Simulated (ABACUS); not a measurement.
# BN (F-43m) in ABACUS: further runs

The runs below take BN through single point, relaxation of cell and atoms, with AM05, SCAN.

Everything below comes from runs of ABACUS 3.10.1. Logs are shortened: lines on timing, memory, paths and dates and some standing lists are left out, and cuts for length are marked.

**Experimental background.**

A printed reference work, monograph reports, for a bulk crystal of BN at 300 K: band gap 6.4 eV (indirect).

How close the calculation comes is told below.

**1. The crystal as given**

Symmetry: F-43m, No. 216, cubic system. Conventional cell: a = 3.626 Å, b = 3.626 Å, c = 3.626 Å, α = 90.00°, β = 90.00°, γ = 90.00°. N (site symmetry -43m) has 4 B at 1.57 Å as nearest neighbours. B (site symmetry -43m) has 4 N at 1.57 Å as nearest neighbours.

The cell is a database's computed one.

**2. Single point, AM05**

File run_abacus.py:

```python
"""ABACUS run from a structure file: ASE reads it, the script writes STRU, KPT and INPUT."""
import re
import subprocess
from ase.io import read
from ase.units import Bohr

atoms = read("POSCAR")
atoms = atoms[(-atoms.numbers).argsort(kind="stable")]  # ABACUS lists atoms element by element
pseudo = {'N': 'N.upf', 'B': 'B.upf'}
orbital = {}
magmoms = None
kmesh = [10, 10, 10]
params = {
    'suffix': 'BN',
    'calculation': 'scf',
    'basis_type': 'pw',
    'pseudo_dir': './',
    'symmetry': 1,
    'dft_functional': 'GGA_X_AM05+GGA_C_AM05',
    'ecutwfc': 84,
    'pseudo_rcut': 10,
    'nspin': 1,
    'nbands': 14,
    'ks_solver': 'dav',
    'smearing_method': 'fd',
    'smearing_sigma': 0.00367493,
    'scf_thr': 1e-08,
    'scf_nmax': 100,
    'mixing_type': 'broyden',
    'mixing_beta': 0.7,
    'cal_force': 1,
    'cal_stress': 1,
    'out_chg': 1,
    'kpar': 4,
}

symbols = atoms.get_chemical_symbols()
elements = list(dict.fromkeys(symbols))
lines = ["ATOMIC_SPECIES"] + [f"{e} {atoms.get_masses()[symbols.index(e)]:.4f} {pseudo[e]}" for e in elements]
if orbital:
    lines += ["", "NUMERICAL_ORBITAL"] + [orbital[e] for e in elements]
lines += ["", "LATTICE_CONSTANT", f"{1 / Bohr:.10f}", "", "LATTICE_VECTORS"]
lines += [" ".join(f"{x:.10f}" for x in v) for v in atoms.cell]
lines += ["", "ATOMIC_POSITIONS", "Direct"]
for e in elements:
    lines += ["", e, "0.0", str(symbols.count(e))]
    for i, p in enumerate(atoms.get_scaled_positions(wrap=False)):
        if symbols[i] == e:
            mag = "" if magmoms is None else " mag " + " ".join(str(x) for x in (magmoms[i] if isinstance(magmoms[i], list) else [magmoms[i]]))
            lines.append(" ".join(f"{x:.10f}" for x in p) + " 1 1 1" + mag)
open("STRU", "w").write("\n".join(lines) + "\n")
open("KPT", "w").write("K_POINTS\n0\nGamma\n%d %d %d 0 0 0\n" % tuple(kmesh))
open("INPUT", "w").write("INPUT_PARAMETERS\n" + "".join(f"{k:<20s}{v}\n" for k, v in params.items()))

done = subprocess.run(['mpirun', '-np', '4', 'abacus'])
if done.returncode:
    raise SystemExit(done.returncode)
log = open("OUT.BN/running_scf.log").read()
print("final energy (eV):", re.findall(r"FINAL_ETOT_IS (\S+)", log))
```

File POSCAR:

```
BN
1.0
    0.0000000000      1.8130010000      1.8130010000
    1.8130010000      0.0000000000      1.8130010000
    1.8130010000      1.8130010000      0.0000000000
N B
1 1
Direct
    0.2500000000      0.2500000000      0.2500000000
    0.0000000000      0.0000000000      0.0000000000
```

Potentials or basis: PseudoDojo NC SR 0.4.1 PBEsol standard, plane waves.

Launch:

```console
$ OMP_NUM_THREADS=1 python run_abacus.py > log
```

running log:

```text
ABACUS v3.10.1

               Atomic-orbital Based Ab-initio Computation at UStc

 ------------------------------------------------------------------------------------

 READING GENERAL INFORMATION
                           global_out_dir = OUT.BN/
                           global_in_card = INPUT
                               pseudo_dir = ./
                              orbital_dir =
                                    DSIZE = 4
                                    GSIZE = 1

 READING UNITCELL INFORMATION
                                    ntype = 2
                  lattice constant (Bohr) = 1.88973
              lattice constant (Angstrom) = 1

 READING ATOM TYPE 1
                               atom label = N
                      L=0, number of zeta = 1
                      L=1, number of zeta = 1
                      L=2, number of zeta = 1
             number of atom for this type = 1

 READING ATOM TYPE 2
                               atom label = B
                      L=0, number of zeta = 1
                      L=1, number of zeta = 1
                      L=2, number of zeta = 1
             number of atom for this type = 1

                        TOTAL ATOM NUMBER = 2
DIRECT COORDINATES
    atom                   x                   y                   z     mag                  vx                  vy                  vz
taud_N1            0.2500000000        0.2500000000        0.2500000000  0.0000        0.0000000000        0.0000000000        0.0000000000
taud_B1            0.0000000000        0.0000000000        0.0000000000  0.0000        0.0000000000        0.0000000000        0.0000000000

                          Volume (Bohr^3) = 80.4305
                             Volume (A^3) = 11.9186

 Lattice vectors: (Cartesian coordinate: in unit of a_0)
                   +0              +1.813              +1.813
               +1.813                  +0              +1.813
               +1.813              +1.813                  +0
 Reciprocal vectors: (Cartesian coordinate: in unit of 2 pi/a_0)
            -0.275786           +0.275786           +0.275786
            +0.275786           -0.275786           +0.275786
            +0.275786           +0.275786           -0.275786
 The esolver type has been set to : ksdft_pw

                PAO radial cut off (Bohr) = 10

 Read in pseudopotential file is N.upf
                     pseudopotential type = NC
          exchange-correlation functional = PBESOL
                 nonlocal core correction = 1
                        valence electrons = 5
                                     lmax = 1
                           number of zeta = 2
                     number of projectors = 4
                           L of projector = 0
                           L of projector = 0
                           L of projector = 1
                           L of projector = 1
 XC functional updated to : GGA_X_AM05+GGA_C_AM05
          exchange-correlation functional = GGA_X_AM05+GGA_C_AM05
                PAO radial cut off (Bohr) = 10

 Read in pseudopotential file is B.upf
                     pseudopotential type = NC
          exchange-correlation functional = PBESOL
                 nonlocal core correction = 1
                        valence electrons = 3
                                     lmax = 1
                           number of zeta = 2
                     number of projectors = 4
                           L of projector = 0
                           L of projector = 0
                           L of projector = 1
                           L of projector = 1
 XC functional updated to : GGA_X_AM05+GGA_C_AM05
          exchange-correlation functional = GGA_X_AM05+GGA_C_AM05
     initial pseudo atomic orbital number = 8

 SETUP THE ELECTRONS NUMBER
             electron number of element N = 5
       total electron number of element N = 5
             electron number of element B = 3
       total electron number of element B = 3
            AUTOSET number of electrons:  = 8
                           occupied bands = 4
                                   NBANDS = 14
                                   NLOCAL = 18

 SETUP THE PLANE WAVE BASIS
 energy cutoff for charge/potential (unit:Ry) = 336
            fft grid for charge/potential = [ 30, 30, 30 ]
                        fft grid division = [ 1, 1, 1 ]
        big fft grid for charge/potential = [ 30, 30, 30 ]
                                     nbxx = 27000
                                     nrxx = 27000

 SETUP PLANE WAVES FOR CHARGE/POTENTIAL
                    number of plane waves = 8363
                         number of sticks = 547

 PARALLEL PW FOR CHARGE/POTENTIAL
     PROC   COLUMNS(POT)             PW
        1            547           8363
 --------------- sum -------------------
[... 45 lines left out ...]
                                       S6 = 0
                              POINT GROUP = T_d
                                       C2 = 3
                                       C3 = 8
                                       C4 = 0
                                       C6 = 0
                                       S1 = 6
                                       S3 = 0
                                       S4 = 6
                                       S6 = 0
               POINT GROUP IN SPACE GROUP = T_d

 SETUP K-POINTS
                                    nspin = 1
                   Input type of k points = Monkhorst-Pack(Gamma)
                                   nkstot = 1000
                       right hand lattice = 1
(for reciprocal lattice: )
                             BRAVAIS TYPE = 2
                     BRAVAIS LATTICE NAME = 02. Cubic I (body-centered)
                                    ibrav = 2
                       right hand lattice = 1
(for k-lattice: )
                             BRAVAIS TYPE = 2
                     BRAVAIS LATTICE NAME = 02. Cubic I (body-centered)
                                    ibrav = 2
                       right hand lattice = 1
                        ROTATION MATRICES = 48
                               nkstot_ibz = 47
K-POINTS REDUCTION ACCORDING TO SYMMETRY
     IBZ    DIRECT_X    DIRECT_Y    DIRECT_Z  WEIGHT  ibz2bz
       1  0.00000000  0.00000000  0.00000000  0.0010       0
       2  0.10000000  0.10000000  0.10000000  0.0080       1
       3  0.20000000  0.20000000  0.20000000  0.0080       2
       4  0.30000000  0.30000000  0.30000000  0.0080       3
       5  0.40000000  0.40000000  0.40000000  0.0080       4
       6  0.50000000  0.50000000  0.50000000  0.0040       5
[... 22 lines left out ...]
      29  0.50000000  0.50000000  0.10000000  0.0240      45
      30 -0.20000000  0.40000000  0.40000000  0.0120      46
[... 17 further k points ...]

                               nkstot now = 47
[... K-POINTS DIRECT COORDINATES: 47 rows ...]

           k-point number in this process = 12
       minimum distributed K point number = 11
[... stars of the k points ...]

[... K-POINTS CARTESIAN COORDINATES: 12 rows ...]

[... K-POINTS DIRECT COORDINATES: 12 rows ...]

 SETUP PLANE WAVES FOR WAVE FUNCTIONS
     energy cutoff for wavefunc (unit:Ry) = 84
              fft grid for wave functions = [ 30, 30, 30 ]
                    number of plane waves = 1363
                         number of sticks = 163

 PARALLEL PW FOR WAVE FUNCTIONS
     PROC   COLUMNS(POT)             PW
        1            163           1363
 --------------- sum -------------------
        1            163           1363

 SETUP NONLOCAL PSEUDOPOTENTIALS IN PLANE WAVE BASIS
 N non-local projectors:
 projector 1 L=0
 projector 2 L=0
 projector 3 L=1
 projector 4 L=1
 B non-local projectors:
 projector 1 L=0
 projector 2 L=0
 projector 3 L=1
 projector 4 L=1
      TOTAL NUMBER OF NONLOCAL PROJECTORS = 16

 Init Non-Local PseudoPotential table :
 Init Non-Local-Pseudopotential done.

                                     npwx = 1056

 Make real space PAO into reciprocal space.
       max mesh points in Pseudopotential = 1001
     dq(describe PAO in reciprocal space) = 0.01
                                    max q = 1104

 number of pseudo atomic orbitals for N is 2
WARNING: norm of atomic wavefunction # 2 of atomic type N is 0.999999, renormalized

 number of pseudo atomic orbitals for B is 2
WARNING: norm of atomic wavefunction # 1 of atomic type B is 0.999999, renormalized
WARNING: norm of atomic wavefunction # 2 of atomic type B is 0.999877, renormalized

 -------------------------------------------
 SELF-CONSISTENT
 -------------------------------------------
                                 init_chg = atomic

 PW ALGORITHM --------------- ION=   1  ELEC=   1--------------------------------

 Density error is 0.197589094463
                          Error Threshold = 0.01
----------------------------------------------------------
     Energy           Rydberg                 eV
----------------------------------------------------------
 E_KohnSham     -26.6496877911       -362.5876038804
 E_Harris       -25.6288203831       -348.6979902286
 E_Fermi        1.0201351556         13.8796508467
----------------------------------------------------------
[... 51 lines left out ...]
 Density error is 6.00646797207e-09
                          Error Threshold = 5.28777472754e-09
----------------------------------------------------------
     Energy           Rydberg                 eV
----------------------------------------------------------
 E_KohnSham     -26.7004848527       -363.2787333593
 E_KS(sigma->0) -26.7004848527       -363.2787333593
 E_Harris       -26.7003642373       -363.2770923024
 E_band         1.8586406531         25.2881034166
 E_one_elec     4.6241932773         62.9153772245
 E_Hartree      3.5432077402         48.2078144645
 E_xc           -8.6070230849        -117.1045567727
 E_Ewald        -26.2608627853       -357.2973682757
 E_entropy(-TS) -0.0000000000        -0.0000000000
 E_descf        0.0000000000         0.0000000000
 E_exx          0.0000000000         0.0000000000
 E_Fermi        0.9363868655         12.7401969030
----------------------------------------------------------

 charge density convergence is achieved
 final etot is -363.27873336 eV
 EFERMI = 12.740196903 eV

 STATE ENERGY(eV) AND OCCUPATIONS    NSPIN == 1
 1/12 kpoint (Cartesian) = 0.0000 0.0000 0.0000 (1037 pws)
       1       -9.13475     0.00200000
       2        11.0146     0.00200000
       3        11.0146     0.00200000
       4        11.0146     0.00200000
       5        19.7767    1.52310e-64
       6        19.7767    1.52310e-64
       7        19.7767    1.52310e-64
       8        21.1552    1.61744e-76
       9        35.3889        0.00000
      10        38.8700        0.00000
      11        38.8700        0.00000
      12        39.1037        0.00000
      13        39.1037        0.00000
      14        39.1037        0.00000
[... 66 lines left out ...]
       1       -4.90096     0.00800000
       2       0.310753     0.00800000
       3        9.07558     0.00800000
       4        9.07558     0.00800000
       5        21.0403    6.44070e-75
       6        21.6419    3.83553e-80
       7        21.6419    3.83553e-80
       8        26.0092        0.00000
       9        34.1254        0.00000
      10        37.5506        0.00000
      11        37.7249        0.00000
      12        37.7249        0.00000
      13        46.1326        0.00000
      14        46.1326        0.00000

[... levels at 6 further k points ...]

------------------------------------------------------------------------------------------
 TOTAL-FORCE (eV/Angstrom)
------------------------------------------------------------------------------------------
                        N1         0.0000000000         0.0000000000         0.0000000000
                        B1         0.0000000000         0.0000000000         0.0000000000
------------------------------------------------------------------------------------------

----------------------------------------------------------------
 TOTAL-STRESS (KBAR)
----------------------------------------------------------------
       -67.4416357167         0.0000000000         0.0000000000
         0.0000000000       -67.4416357167        -0.0000000000
         0.0000000000        -0.0000000000       -67.4416357167
----------------------------------------------------------------
 TOTAL-PRESSURE: -67.441636 KBAR

 --------------------------------------------
 !FINAL_ETOT_IS -363.2787333592726782 eV
 --------------------------------------------
```

It took 3.4 s on 4 MPI ranks of Intel Xeon Platinum 8488C (Sapphire Rapids), shared host; peak memory 0.36 GiB.

What came out:

```
Free energy            : -363.2787 eV
Pressure               : -6.7 GPa
Band gap on the k mesh : 4.33 eV, indirect (least direct gap 8.76 eV)
```

Levels at points of the mesh, in eV from the valence-band top:
```csv
k point,band 1,band 2,band 3,band 4,band 5,band 6,band 7,band 8,band 9
"(0.00, 0.00, 0.00)",-20.15,0.00,0.00,0.00,8.76,8.76,8.76,10.14,24.37
"(0.50, 0.50, 0.50)",-15.92,-10.70,-1.94,-1.94,10.03,10.63,10.63,14.99,23.11
"(0.50, 0.50, 0.00)",-14.55,-8.92,-4.91,-4.91,4.33,9.13,17.73,17.73,20.47
```

Caveat: the potentials were made for another functional, which shifts forces and pressure.

(Part 1 of 2 ends here.)
